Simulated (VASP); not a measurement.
# BaS (Fm-3m) in VASP: a series of runs, part 2 of 3

VASP 6.6.1. Earlier steps stand in the parts before.

**3. Band structure, AM05**

POSCAR

```
BaS
1.0
    0.0000000000      3.1937500000      3.1937500000
    3.1937500000      0.0000000000      3.1937500000
    3.1937500000      3.1937500000      0.0000000000
Ba S
1 1
Direct
    0.0000000000      0.0000000000      0.0000000000
    0.5000000000      0.5000000000      0.5000000000
```

INCAR.step1

```
PREC = Accurate
ENCUT = 520
EDIFF = 1E-6
ISMEAR = -1
SIGMA = 0.05
LREAL = False
LASPH = True
NELM = 60
ALGO = Fast
ISIF = 2
LWAVE = False
LCHARG = True
GGA = AM
NBANDS = 15
```

KPOINTS.step1

```
regular mesh
0
Gamma
  7 7 7
```

INCAR.step2

```
PREC = Accurate
ENCUT = 520
EDIFF = 1E-6
ISMEAR = 0
SIGMA = 0.05
LREAL = False
LASPH = True
NELM = 60
ALGO = Fast
ISIF = 2
LWAVE = False
LCHARG = False
GGA = AM
NBANDS = 15
ICHARG = 11
```

KPOINTS.step2

```
path GXWKGLUWLK,UX
10
line-mode
reciprocal
 0.0000000000  0.0000000000  0.0000000000  G
 0.5000000000  0.0000000000  0.5000000000  X

 0.5000000000  0.0000000000  0.5000000000  X
 0.5000000000  0.2500000000  0.7500000000  W

 0.5000000000  0.2500000000  0.7500000000  W
 0.3750000000  0.3750000000  0.7500000000  K

 0.3750000000  0.3750000000  0.7500000000  K
 0.0000000000  0.0000000000  0.0000000000  G

 0.0000000000  0.0000000000  0.0000000000  G
 0.5000000000  0.5000000000  0.5000000000  L

 0.5000000000  0.5000000000  0.5000000000  L
 0.6250000000  0.2500000000  0.6250000000  U

 0.6250000000  0.2500000000  0.6250000000  U
 0.5000000000  0.2500000000  0.7500000000  W

 0.5000000000  0.2500000000  0.7500000000  W
 0.5000000000  0.5000000000  0.5000000000  L

 0.5000000000  0.5000000000  0.5000000000  L
 0.3750000000  0.3750000000  0.7500000000  K

 0.6250000000  0.2500000000  0.6250000000  U
 0.5000000000  0.0000000000  0.5000000000  X
```

Potentials or basis: VASP PAW PBE potentials, release 64 (Ba_sv, S).

The run is started by

```
$ cat potpaw_PBE.64/Ba_sv/POTCAR potpaw_PBE.64/S/POTCAR > POTCAR
$ cp INCAR.step1 INCAR
$ cp KPOINTS.step1 KPOINTS
$ mpirun -np 1 vasp_std > vasp.out
$ cp INCAR.step2 INCAR
$ cp KPOINTS.step2 KPOINTS
$ mpirun -np 1 vasp_std > vasp.out
```

OUTCAR:

```text
PREC = Accurate
   ENCUT = 520
   EDIFF = 1E-6
   ISMEAR = 0
   LREAL = False
   LASPH = True
   NELM = 60
   ISIF = 2
   GGA = AM
   ICHARG = 11

 ion  position               nearest neighbor table
   1  0.000  0.000  0.000-   2 3.19   2 3.19   2 3.19   2 3.19   2 3.19   2 3.19
   2  0.500  0.500  0.500-   1 3.19   1 3.19   1 3.19   1 3.19   1 3.19   1 3.19

  LATTYP: Found a face centered cubic cell.
 ALAT       =     6.3875000000

  Lattice vectors:

 A1 = (   0.0000000000,   3.1937500000,   3.1937500000)
 A2 = (   3.1937500000,   0.0000000000,   3.1937500000)
 A3 = (   3.1937500000,   3.1937500000,   0.0000000000)

Analysis of symmetry for initial positions (statically):
=====================================================================
 Subroutine PRICEL returns:
 Original cell was already a primitive cell.

 Routine SETGRP: Setting up the symmetry group for a
 face centered cubic supercell.

 Subroutine GETGRP returns: Found 48 space group operations
 (whereof 48 operations were pure point group operations)
 out of a pool of 48 trial point group operations.

The static configuration has the point symmetry O_h .

Analysis of symmetry for dynamics (positions and initial velocities):
[... 173 lines left out ...]
     10       5.2724      0.00000
     11       5.2724      0.00000
     12       5.2724      0.00000
     13       6.1840      0.00000
     14       6.1840      0.00000
[... 401 lines left out ...]
      2     -10.2649      2.00000
      3     -10.0811      2.00000
      4      -9.9669      2.00000
      5      -8.2664      2.00000
      6       0.3338      2.00000
      7       0.9046      2.00000
      8       0.9268      2.00000
      9       5.1705      0.00000
     10       6.3214      0.00000
     11       7.7439      0.00000
     12       8.3317      0.00000
     13       8.8369      0.00000
     14      10.4619      0.00000
     15      11.5951      0.00000

 [... further k-points ...]

------------------------ aborting loop because EDIFF is reached ----------------------------------------

  FORCE on cell =-STRESS in cart. coord.  units (eV):
  Direction    XX          YY          ZZ          XY          YZ          ZX
  --------------------------------------------------------------------------------------
  -------------------------------------------------------------------------------------
  Total        1.8786249      1.8786249      1.8786249      0.0000000     -0.0000000      0.0000000
  in kB       46.1974393     46.1974393     46.1974393      0.0000000     -0.0000000      0.0000000
  external PRESSURE =      46.1974393 kB  Pullay stress =       0.0000000 kB

 VOLUME and BASIS-vectors are now :
 -----------------------------------------------------------------------------
  energy-cutoff  :      520.00
  volume of cell :       65.15
      direct lattice vectors                 reciprocal lattice vectors
     0.000000000  3.193750000  3.193750000    -0.156555773  0.156555773  0.156555773
     3.193750000  0.000000000  3.193750000     0.156555773 -0.156555773  0.156555773
     3.193750000  3.193750000  0.000000000     0.156555773  0.156555773 -0.156555773

 POSITION                                       TOTAL-FORCE (eV/Angst)
 -----------------------------------------------------------------------------------
      0.00000      0.00000      0.00000        -0.000000     -0.000000      0.000000
      3.19375      3.19375      3.19375         0.000000      0.000000     -0.000000
 -----------------------------------------------------------------------------------
    total drift:                                0.000000      0.000000      0.000000

  FREE ENERGIE OF THE ION-ELECTRON SYSTEM (eV)
  ---------------------------------------------------
  free  energy   TOTEN  =        -9.7532513134 eV

  energy  without entropy=       -9.7532513134  energy(sigma->0) =       -9.75325131
```

OUTCAR.step1:

```text
PREC = Accurate
   ENCUT = 520
   EDIFF = 1E-6
   ISMEAR = -1
   LREAL = False
[... 577 lines left out ...]
      0.00000      0.00000      0.00000        -0.000000     -0.000000     -0.000000
      3.19375      3.19375      3.19375         0.000000      0.000000      0.000000
 -----------------------------------------------------------------------------------
    total drift:                                0.000000      0.000000      0.000000

  FREE ENERGIE OF THE ION-ELECTRON SYSTEM (eV)
  ---------------------------------------------------
  free  energy   TOTEN  =       -10.2291822722 eV

  energy  without entropy=      -10.2291822721  energy(sigma->0) =      -10.22918227
```

It took 2.4 min on 1 thread of Intel Xeon Platinum 8375C at 2.90GHz (Ice Lake), shared host; peak memory 0.25 GiB.

What came out:

```
Band gap on the k mesh  : 2.14 eV, indirect (least direct gap 2.29 eV)
Band gap along the path : 2.08 eV, indirect (least direct gap 2.22 eV)
```

Levels at the corners of the path, in eV from the valence-band top:
```
point  band 6  band 7  band 8  band 9  band 10  band 11
    Γ    0.00    0.00    0.00    3.56     3.84     3.84
    X   -0.53   -0.14   -0.14    2.08     5.90     5.99
    X   -0.53   -0.14   -0.14    2.08     5.90     5.99
    W   -1.13   -0.50   -0.50    4.27     4.27     6.27
    W   -1.13   -0.50   -0.50    4.27     4.27     6.27
    K   -0.96   -0.62   -0.55    3.27     5.95     6.57
    K   -0.96   -0.62   -0.55    3.27     5.95     6.57
    Γ    0.00    0.00    0.00    3.56     3.84     3.84
    Γ    0.00    0.00    0.00    3.56     3.84     3.84
    L   -1.96   -1.10   -1.10    5.53     5.66     6.29
    L   -1.96   -1.10   -1.10    5.53     5.66     6.29
    U   -0.96   -0.62   -0.55    3.27     5.95     6.57
    U   -0.96   -0.62   -0.55    3.27     5.95     6.57
    W   -1.13   -0.50   -0.50    4.27     4.27     6.27
    W   -1.13   -0.50   -0.50    4.27     4.27     6.27
    L   -1.96   -1.10   -1.10    5.53     5.66     6.29
    L   -1.96   -1.10   -1.10    5.53     5.66     6.29
    K   -0.96   -0.62   -0.55    3.27     5.95     6.57
    U   -0.96   -0.62   -0.55    3.27     5.95     6.57
    X   -0.53   -0.14   -0.14    2.08     5.90     5.99
```

Caveat: the log is that of the step along the path at fixed density, whose energy, stress, charges and moments have no meaning; the PAW data sets were made with another functional, which shifts forces and pressure a little; spin-orbit coupling is left out, which moves the levels of the heavy elements.

**4. G0W0 quasiparticle levels, LDA**

POSCAR is that of step 3.

INCAR.step1

```
PREC = Accurate
ENCUT = 500
EDIFF = 1E-8
ISMEAR = 0
SIGMA = 0.01
LREAL = F
LASPH = T
NELM = 60
ALGO = Fast
LWAVE = T
LCHARG = F
```

INCAR.step2

```
PREC = Accurate
ENCUT = 500
EDIFF = 1E-8
ISMEAR = 0
SIGMA = 0.01
LREAL = F
LASPH = T
NELM = 1
ALGO = Exact
LWAVE = T
LCHARG = F
NBANDS = 202
LOPTICS = T
ISTART = 1
```

INCAR.step3

```
PREC = Accurate
ENCUT = 500
EDIFF = 1E-8
ISMEAR = 0
SIGMA = 0.01
LREAL = F
LASPH = T
ALGO = EVGW0
LWAVE = T
LCHARG = F
NELMGW = 1
NBANDS = 202
ENCUTGW = 120
NOMEGA = 48
PRECFOCK = Fast
ISTART = 1
NBANDSGW = 16
```

INCAR.step4

```
PREC = Accurate
ENCUT = 500
EDIFF = 1E-8
ISMEAR = 0
SIGMA = 0.01
LREAL = F
LASPH = T
ALGO = BSE
LWAVE = F
LCHARG = F
NBANDS = 202
ENCUTGW = 120
NBANDSO = 3
NBANDSV = 6
ANTIRES = 0
OMEGAMAX = 20
PRECFOCK = Fast
ISTART = 1
NBSEEIG = 10
```

KPOINTS

```
Automatic mesh
0
Gamma
  5 5 5
```

Potentials or basis: VASP PAW LDA potentials, release 64 (Ba_sv_GW, S_GW).

The run is started by

```
$ cat potpaw_LDA.64/Ba_sv_GW/POTCAR potpaw_LDA.64/S_GW/POTCAR > POTCAR
$ cp INCAR.step1 INCAR
$ mpirun -np 1 vasp_std > vasp.out
$ cp INCAR.step2 INCAR
$ mpirun -np 1 vasp_std > vasp.out
$ cp INCAR.step3 INCAR
$ mpirun -np 1 vasp_std > vasp.out
$ cp INCAR.step4 INCAR
$ mpirun -np 1 vasp_std > vasp.out
```

OUTCAR:

```text
PREC = Accurate
   ENCUT = 500
   EDIFF = 1E-8
   ISMEAR = 0
   LREAL = F
   LASPH = T
   ENCUTGW = 120
   PRECFOCK = Fast
   ISTART = 1

 ion  position               nearest neighbor table
   1  0.000  0.000  0.000-
   2  0.500  0.500  0.500-

  LATTYP: Found a face centered cubic cell.
 ALAT       =     6.3875000000

  Lattice vectors:

 A1 = (   0.0000000000,   3.1937500000,   3.1937500000)
 A2 = (   3.1937500000,   0.0000000000,   3.1937500000)
 A3 = (   3.1937500000,   3.1937500000,   0.0000000000)

Analysis of symmetry for initial positions (statically):
=====================================================================
 Subroutine PRICEL returns:
 Original cell was already a primitive cell.

 Routine SETGRP: Setting up the symmetry group for a
 face centered cubic supercell.

 Subroutine GETGRP returns: Found 48 space group operations
 (whereof 48 operations were pure point group operations)
 out of a pool of 48 trial point group operations.

The static configuration has the point symmetry O_h .

Analysis of symmetry for dynamics (positions and initial velocities):
=====================================================================
 Subroutine PRICEL returns:
[... 95 lines left out ...]
   LREAL  =      F    real-space projection
   EDIFFG = 0.1E-06   stopping-criterion for IOM
   NSW    =      0    number of steps for IOM
   IBRION =     -1    ionic relax: 0-MD 1-quasi-New 2-CG
   NFREE  =      0    steps in history (QN), initial steepest desc. (CG)
   ISIF   =      0    stress and relaxation
   ISYM   =      3    0-nonsym 1-usesym 2-fastsym
   POTIM  = 0.5000    time-step for ionic-motion
   TEBEG  =    0.0;   TEEND  =   0.0 temperature during run
   PSTRESS=    0.0 pullay stress
   NELECT =      16.0000    total number of electrons
   NUPDOWN=      -1.0000    fix difference up-down
   EMIN   =  10.00;   EMAX   =-10.00  energy-range for DOS
   EFERMI =   0.00;   METHOD = LEGACY
   ISMEAR =     0;   SIGMA  =   0.01  broadening in eV -4-tet -1-fermi 0-gaus
   EFERMI_NEDOS =   21; number of points for ismear=-14 and -15
   IALGO  =     38    algorithm
   IMIX   =      4    mixing-type and parameters
     AMIX     =   0.40;   BMIX     =  1.00
     AMIX_MAG =   1.60;   BMIX_MAG =  1.00
  volume/ion in A,a.u.               =      32.58       219.84
  Fermi-wavevector in a.u.,A,eV,Ry     =   1.025189  1.937326 14.299891  1.051012
  Thomas-Fermi vector in A             =   2.159016
   LORBIT       =      0    0 simple, 1 ext, 2 COOP (PROOUT), +10 PAW based schemes
   GGA     = CA    functional components
   LHFCALC =     T    Hartree Fock is set to
   PRECFOCK=fast      Normal, Fast or Accurate (Low or Medium for compatibility)
   ENCUT4O =  -1.0   cutoff for four orbital integrals eV
   NKREDX  =     1    reduce k-point grid by
   NKREDY  =     1    reduce k-point grid by
   NKREDZ  =     1    reduce k-point grid by
   AEXX    =    1.0000 exact exchange contribution
   HFSCREEN=    0.0000 screening length (either q_TF or 0.3 A-1)
   HFSCREENC=   0.0000 screening length for correlation (either q_TF or 0.3 A-1)
   ENCUTFOCK=  -1.0 apply spherical cutoff to Coloumb kernel
   IVDW    =     0    specifies the selected vdW correction
   LEPSILON=     F    determine dielectric tensor
   LRPA    =     F    only Hartree local field effects (RPA)
   LRPAFORCE           =     F    calculate RPA forces
   ENCUTGW             = 120.0    cutoff for response function in eV
   ENCUTGWSOFT         =  96.0    soft cutoff for Coulomb kernel in GW response function in eV
   ENCUTLF             =  -1.0    cutoff for local field effects
   NELMGW              =     1    number of iterations in solving QP/BSE equation
   NELMHF              =     1    number of iterations in the inner HF iteration
   NKREDLFX            =     1    NKREDLFY  =   1   NKREDLFZ  =   1
 non-spin polarized calculation
 Gauss-broadening in eV      SIGMA  =   0.01
  energy-cutoff  :      500.00
  volume of cell :       65.15
 maximum number of plane-waves:      1664
 NGX is ok and might be reduce to    36
  NGX = 20; NGY = 20; NGZ = 20
   NGX = 17   NGY = 17   NGZ = 17
 maximum number of plane-waves:       200
 NGX is ok and might be reduce to    18

 BSE (scaLAPACK) attempting allocation of   0.081 Gbyte  rank=   2250

=======================================================================
```

Wall time 12 min (1 thread of Intel Xeon 6975P-C (Granite Rapids), shared host); peak memory 1.2 GiB.

What came out:

| Item | Value |
| --- | --- |
| Band gap on the k mesh, mean-field level | 2.12 eV, indirect (least direct gap 2.24 eV) |
| Quasiparticle gap | 3.50 eV |
| Least direct quasiparticle gap | 3.65 eV |

Levels at points of the mesh, in eV from the valence-band top:
| k point | band 6 | band 7 | band 8 | band 9 | band 10 | band 11 |
| --- | --- | --- | --- | --- | --- | --- |
| (0.00, 0.00, 0.00) | 0.00 | 0.00 | 0.00 | 3.40 | 3.80 | 3.80 |

Dielectric function (mean over the directions given):
| energy (eV) | real part | imaginary part |
| --- | --- | --- |
| 0.32 | 4.39 | 0.01 |
| 0.96 | 4.50 | 0.03 |
| 1.60 | 4.77 | 0.06 |
| 2.32 | 5.44 | 0.15 |
| 2.96 | 7.77 | 1.30 |
| 3.68 | 6.07 | 0.84 |
| 4.32 | 3.92 | 4.49 |
| 5.04 | 5.80 | 2.11 |
| 5.69 | 4.03 | 3.11 |
| 6.41 | -1.03 | 11.34 |
| 7.05 | 1.20 | 3.13 |
| 7.69 | 1.42 | 7.03 |
| 8.41 | -3.11 | 2.85 |
| 9.05 | -1.69 | 2.04 |
| 9.77 | -2.41 | 0.75 |
| 10.41 | -0.68 | 1.13 |
| 11.13 | -0.79 | 0.63 |
| 11.77 | -0.94 | 0.68 |
| 12.49 | -0.40 | 0.11 |
| 13.13 | -0.22 | 0.04 |
| 13.77 | -0.03 | 0.02 |
| 14.49 | 0.12 | 0.02 |
| 15.14 | 0.23 | 0.01 |
| 15.86 | 0.32 | 0.01 |
| 16.50 | 0.39 | 0.01 |
| 17.22 | 0.45 | 0.01 |
| 17.86 | 0.50 | 0.01 |
| 18.58 | 0.54 | 0.01 |
| 19.22 | 0.58 | 0.01 |
| 19.94 | 0.61 | 0.00 |

Lowest excitation energies (eV) and strengths:
| energy | strength |
| --- | --- |
| 3.155 | 0 |
| 3.155 | 0 |
| 3.155 | 0 |
| 3.173 | 14.2 |
| 3.173 | 14.2 |
| 3.173 | 14.2 |
| 3.256 | 0 |
| 3.256 | 0 |
| 3.256 | 0 |
| 3.258 | 0 |

Caveat: bands, screening cutoff and mesh are small and nothing is extrapolated, so the quasiparticle values aren't converged; spectra need much finer meshes, so this one isn't converged; spin-orbit coupling is left out, which moves the levels of the heavy elements; an odd mesh through Γ misses points on the zone boundary, where band edges often lie.

**5. Band structure, PBE, spin-orbit coupling, no magnetisation**

INCAR

```
SYSTEM = BaS
ALGO = Fast
EDIFF = 1E-7
ENCUT = 520
GGA = PE
GGA_COMPAT = .FALSE.
ISIF = 2
ISMEAR = 0
KPAR = 2
LASPH = .TRUE.
LCHARG = .FALSE.
LORBIT = 11
LREAL = .FALSE.
LSORBIT = .TRUE.
LWAVE = .FALSE.
MAGMOM = 0 0 0 0 0 0
NBANDS = 28
NELM = 60
PREC = Accurate
SIGMA = 0.02
```

KPOINTS

```
k-points
0
G
  6 6 6
  0 0 0
```

POSCAR is that of step 4.

KPOINTS_OPT

```
path GXWKGLUWLK,UX
20
line-mode
reciprocal
 0.0000000000  0.0000000000  0.0000000000  G
 0.5000000000  0.0000000000  0.5000000000  X

 0.5000000000  0.0000000000  0.5000000000  X
 0.5000000000  0.2500000000  0.7500000000  W

 0.5000000000  0.2500000000  0.7500000000  W
 0.3750000000  0.3750000000  0.7500000000  K

 0.3750000000  0.3750000000  0.7500000000  K
 0.0000000000  0.0000000000  0.0000000000  G

 0.0000000000  0.0000000000  0.0000000000  G
 0.5000000000  0.5000000000  0.5000000000  L

 0.5000000000  0.5000000000  0.5000000000  L
 0.6250000000  0.2500000000  0.6250000000  U

 0.6250000000  0.2500000000  0.6250000000  U
 0.5000000000  0.2500000000  0.7500000000  W

 0.5000000000  0.2500000000  0.7500000000  W
 0.5000000000  0.5000000000  0.5000000000  L

 0.5000000000  0.5000000000  0.5000000000  L
 0.3750000000  0.3750000000  0.7500000000  K

 0.6250000000  0.2500000000  0.6250000000  U
 0.5000000000  0.0000000000  0.5000000000  X
```

Potentials or basis: VASP PAW PBE potentials, release 64 (Ba_sv, S).

The run is started by

```
$ cat potpaw_PBE.64/Ba_sv/POTCAR potpaw_PBE.64/S/POTCAR > POTCAR
$ mpirun -np 2 vasp_ncl > vasp.out
```

Run time: 4.1 min. Hardware: 2 MPI ranks of Intel Xeon Platinum 8488C (Sapphire Rapids), shared host; peak memory 0.39 GiB.

The run converged. Its results:

```yaml
Free_energy: -10.3799 eV
Pressure: 1.4 GPa
Valence_electrons_inside_the_program's_atomic_spheres: Ba 7.91; S 3.75
```

[end of part 2 of 3]
